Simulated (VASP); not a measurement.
# CuI (P4/mmm) in VASP: single point with PBE

Aim: the single point of CuI with PBE.

All numbers are computed with VASP 6.6.1; they aren't measurements. Logs are shortened: lines on timing, memory, paths and dates and some standing lists are left out, and cuts for length are marked.

### Step 1. The cell of the first run

It takes space group P4/mmm (No. 123, tetragonal). The conventional cell has a = 3.353 Å, b = 3.353 Å, c = 4.858 Å, α = 90.00°, β = 90.00°, γ = 90.00°. Cu (site symmetry 4/mmm) is surrounded by 4 Cu at 3.35 Å and 8 I at 3.39 Å. I (site symmetry 4/mmm) has 4 I at 3.35 Å and 8 Cu at 3.39 Å as nearest neighbours.

The cell was built by a generator and needn't be a form met in nature.

### Step 2. Single point, PBE, collinear spin, typed start (species swapped into the VPt type (P4/mmm, No. 123))

File INCAR:

```
SYSTEM = CuI
ALGO = Normal
EDIFF = 1E-6
ENCUT = 520
GGA = PE
ISIF = 2
ISMEAR = 0
ISPIN = 2
LASPH = .TRUE.
LCHARG = .TRUE.
LELF = .TRUE.
LMAXMIX = 4
LORBIT = 11
LREAL = .FALSE.
LVHAR = .TRUE.
LWAVE = .FALSE.
MAGMOM = 1 0
NBANDS = 20
NELM = 150
PREC = Accurate
SIGMA = 0.1
```

File KPOINTS:

```
k-points
0
G
  6 6 4
  0 0 0
```

File POSCAR:

```
CuI
1.0
    3.3525502000      0.0000000000      0.0000000000
    0.0000000000      3.3525502000      0.0000000000
    0.0000000000      0.0000000000      4.8580485300
Cu I
1 1
Direct
    0.5000000000      0.5000000000      0.5000000000
    0.0000000000      0.0000000000      0.0000000000
```

Potentials or basis: VASP PAW PBE potentials, release 64 (Cu, I).

Launch:

```console
cat potpaw_PBE.64/Cu/POTCAR potpaw_PBE.64/I/POTCAR > POTCAR
mpirun -np 1 vasp_std > vasp.out
```

OUTCAR:

```text
SYSTEM = CuI
   EDIFF = 1E-6
   ENCUT = 520
   GGA = PE
   ISIF = 2
   ISMEAR = 0
   ISPIN = 2
   LASPH = .TRUE.
   LORBIT = 11
   LREAL = .FALSE.
   NELM = 150
   PREC = Accurate

 ion  position               nearest neighbor table
   1  0.500  0.500  0.500-
   2  0.000  0.000  0.000-

  LATTYP: Found a simple tetragonal cell.
 ALAT       =     3.3525502000
 C/A-ratio  =     1.4490606375

  Lattice vectors:

 A1 = (   3.3525502000,   0.0000000000,   0.0000000000)
 A2 = (   0.0000000000,   3.3525502000,   0.0000000000)
 A3 = (   0.0000000000,   0.0000000000,   4.8580485300)

Analysis of symmetry for initial positions (statically):
=====================================================================
 Subroutine PRICEL returns:
 Original cell was already a primitive cell.

 Routine SETGRP: Setting up the symmetry group for a
 simple tetragonal supercell.

 Subroutine GETGRP returns: Found 16 space group operations
 (whereof 16 operations were pure point group operations)
 out of a pool of 16 trial point group operations.

The static configuration has the point symmetry D_4h.

Analysis of symmetry for dynamics (positions and initial velocities):
=====================================================================
 Subroutine PRICEL returns:
 Original cell was already a primitive cell.

 Routine SETGRP: Setting up the symmetry group for a
 simple tetragonal supercell.

 Subroutine GETGRP returns: Found 16 space group operations
 (whereof 16 operations were pure point group operations)
 out of a pool of 16 trial point group operations.

The dynamic configuration has the point symmetry D_4h.

Analysis of structural, dynamic, and magnetic symmetry:
=====================================================================
 Subroutine PRICEL returns:
 Original cell was already a primitive cell.

 Routine SETGRP: Setting up the symmetry group for a
 simple tetragonal supercell.

 Subroutine GETGRP returns: Found 16 space group operations
 (whereof 16 operations were pure point group operations)
 out of a pool of 16 trial point group operations.

The overall configuration has the point symmetry D_4h.

 Subroutine INISYM returns: Found 16 space group operations
 (whereof 16 operations are pure point group operations),
 and found     1 'primitive' translations

----------------------------------------------------------------------------------------

                                     Primitive cell

[... 107 lines left out ...]
   IALGO  =     38    algorithm
   IMIX   =      4    mixing-type and parameters
     AMIX     =   0.40;   BMIX     =  1.00
     AMIX_MAG =   1.60;   BMIX_MAG =  1.00
  volume/ion in A,a.u.               =      27.30       184.24
  Fermi-wavevector in a.u.,A,eV,Ry     =   1.130910  2.137111 17.401284  1.278958
  Thomas-Fermi vector in A             =   2.267608
   LORBIT       =     11    0 simple, 1 ext, 2 COOP (PROOUT), +10 PAW based schemes
   GGA     = PE    functional components
   LHFCALC =     F    Hartree Fock is set to
   AEXX    =    0.0000 exact exchange contribution
   IVDW    =     0    specifies the selected vdW correction
   LEPSILON=     F    determine dielectric tensor
   LRPA    =     F    only Hartree local field effects (RPA)
 spin polarized calculation
 Gauss-broadening in eV      SIGMA  =   0.10
  energy-cutoff  :      520.00
  volume of cell :       54.60
 maximum number of plane-waves:      1484
 NGX is ok and might be reduce to    28
   NGX = 13   NGY = 13   NGZ = 19

 number of electron      17.9999994 magnetization       0.0008844

 number of electron      17.9999994 magnetization      -0.0000853

 Free energy of the ion-electron system (eV)
  ---------------------------------------------------
  ext. energy  EPLUGINS =         0.00000000
  ---------------------------------------------------
  free energy    TOTEN  =        -3.47375612 eV

  energy without entropy =       -3.47095659  energy(sigma->0) =       -3.47235636

 E-fermi :   5.0060     XC(G=0):  -9.4211

 val. band max:        4.9669465539   @ k =   0.1667   0.0000   0.5000
 cond. band min:       5.1245660777   @ k =   0.5000   0.1667   0.2500
 fundamental gap:      0.1576195238
 Fermi energy:         5.0060158782

 spin component 1

 k-point     1 :       0.0000    0.0000    0.0000
  band No.  band energies     occupation
      1      -9.2922      1.00000
      2       0.7868      1.00000
      3       2.1593      1.00000
      4       2.7286      1.00000
      5       3.1740      1.00000
      6       3.1740      1.00000
[... 541 lines left out ...]
     19      16.8042      0.00000
     20      17.3277      0.00000

 [... further k-points ...]

 spin component 2

 k-point     1 :       0.0000    0.0000    0.0000
  band No.  band energies     occupation
      1      -9.2923      1.00000
      2       0.7867      1.00000
      3       2.1596      1.00000
      4       2.7283      1.00000
      5       3.1740      1.00000
      6       3.1740      1.00000
[... 541 lines left out ...]
     19      16.8043      0.00000
     20      17.3280      0.00000

 [... further k-points ...]
[... 5 lines left out ...]
  --------------------------------------------------------------------------------------
  -------------------------------------------------------------------------------------
  Total        0.4362701      0.4362701     -2.7830293      0.0000000     -0.0000000      0.0000000
  in kB       12.8012876     12.8012876    -81.6612334      0.0000000     -0.0000000      0.0000000
  external PRESSURE =     -18.6862194 kB  Pullay stress =       0.0000000 kB

 VOLUME and BASIS-vectors are now :
 -----------------------------------------------------------------------------
  energy-cutoff  :      520.00
  volume of cell :       54.60
      direct lattice vectors                 reciprocal lattice vectors
     3.352550200  0.000000000  0.000000000     0.298280396  0.000000000  0.000000000
     0.000000000  3.352550200  0.000000000     0.000000000  0.298280396  0.000000000
     0.000000000  0.000000000  4.858048530     0.000000000  0.000000000  0.205843971

 POSITION                                       TOTAL-FORCE (eV/Angst)
 -----------------------------------------------------------------------------------
      1.67628      1.67628      2.42902         0.000000      0.000000      0.000000
      0.00000      0.00000      0.00000         0.000000      0.000000      0.000000
 -----------------------------------------------------------------------------------
    total drift:                                0.000000      0.000000      0.000000

  FREE ENERGIE OF THE ION-ELECTRON SYSTEM (eV)
  ---------------------------------------------------
  free  energy   TOTEN  =        -3.4737561244 eV

  energy  without entropy=       -3.4709565860  energy(sigma->0) =       -3.47235636

 total charge

# of ion       s       p       d       tot
------------------------------------------
    1        0.260   0.077   9.345   9.682
    2        1.554   2.627   0.035   4.217
--------------------------------------------------
tot          1.815   2.704   9.380  13.899

 magnetization (x)

# of ion       s       p       d       tot
------------------------------------------
    1        0.000   0.000  -0.000  -0.000
    2       -0.000  -0.000   0.000  -0.000
--------------------------------------------------
tot          0.000  -0.000  -0.000  -0.000
```

stdout:

```text
POSCAR found type information on POSCAR CuI
 POSCAR found :  2 types and       2 ions
 scaLAPACK will be used
 LDA part: xc-table for (Slater+PW92), standard interpolation
 POSCAR, INCAR and KPOINTS ok, starting setup
 FFT: planning ... GRIDC
 FFT: planning ... GRID_SOFT
 FFT: planning ... GRID
 WAVECAR not read
 entering main loop
```

Wall time 52 s (1 thread of Intel Xeon Platinum 8375C at 2.90GHz (Ice Lake), shared host); peak memory 0.21 GiB.

What came out:

* Free energy: -3.4738 eV
* Pressure: -1.9 GPa
* Band gap on the k mesh: none (metal or under the smearing width)
* Net moment: 0.00 μB per cell
* Valence electrons inside the program's atomic spheres: Cu 9.68; I 4.22

Stress tensor (GPa, compression positive):
```
 1.28  0.00  0.00
 0.00  1.28  0.00
 0.00  0.00 -8.17
```

Levels at points of the mesh, in eV from the Fermi level:
Spin up:
| k point | band 5 | band 6 | band 7 | band 8 | band 9 | band 10 | band 11 | band 12 | band 13 | band 14 |
| --- | --- | --- | --- | --- | --- | --- | --- | --- | --- | --- |
| (0.00, 0.00, 0.00) | -1.83 | -1.83 | -1.74 | -1.62 | -0.54 | -0.54 | 5.73 | 6.02 | 7.81 | 9.98 |
| (0.50, 0.00, 0.00) | -1.97 | -1.80 | -1.62 | -1.12 | 0.47 | 1.33 | 1.40 | 2.88 | 7.55 | 8.84 |
| (0.50, 0.50, 0.00) | -2.10 | -2.10 | -2.01 | -1.81 | -1.61 | 0.81 | 4.28 | 4.28 | 6.29 | 6.53 |
| (0.00, 0.00, 0.50) | -2.01 | -2.01 | -1.74 | -0.16 | -0.16 | 2.01 | 4.00 | 6.15 | 7.21 | 7.86 |
| (0.50, 0.00, 0.50) | -1.97 | -1.91 | -1.90 | -1.81 | -0.70 | 0.41 | 4.83 | 7.36 | 7.97 | 9.94 |
| (0.50, 0.50, 0.50) | -1.83 | -1.65 | -1.65 | -1.61 | -1.06 | 1.96 | 1.96 | 2.03 | 2.13 | 10.13 |
Spin down:
```
           k point  band 7  band 8  band 9  band 10  band 11  band 12
(0.00, 0.00, 0.00)   -1.74   -1.62   -0.54    -0.54     5.73     6.02
(0.50, 0.00, 0.00)   -1.62   -1.12    0.47     1.33     1.40     2.88
(0.50, 0.50, 0.00)   -2.01   -1.81   -1.61     0.81     4.28     4.28
(0.00, 0.00, 0.50)   -1.74   -0.16   -0.16     2.01     4.00     6.15
(0.50, 0.00, 0.50)   -1.90   -1.81   -0.70     0.41     4.83     7.36
(0.50, 0.50, 0.50)   -1.65   -1.61   -1.06     1.96     1.96     2.03
```

Caveat: semilocal functionals often make such compounds metallic where correlation or magnetic order opens a gap, which also shifts bond lengths.
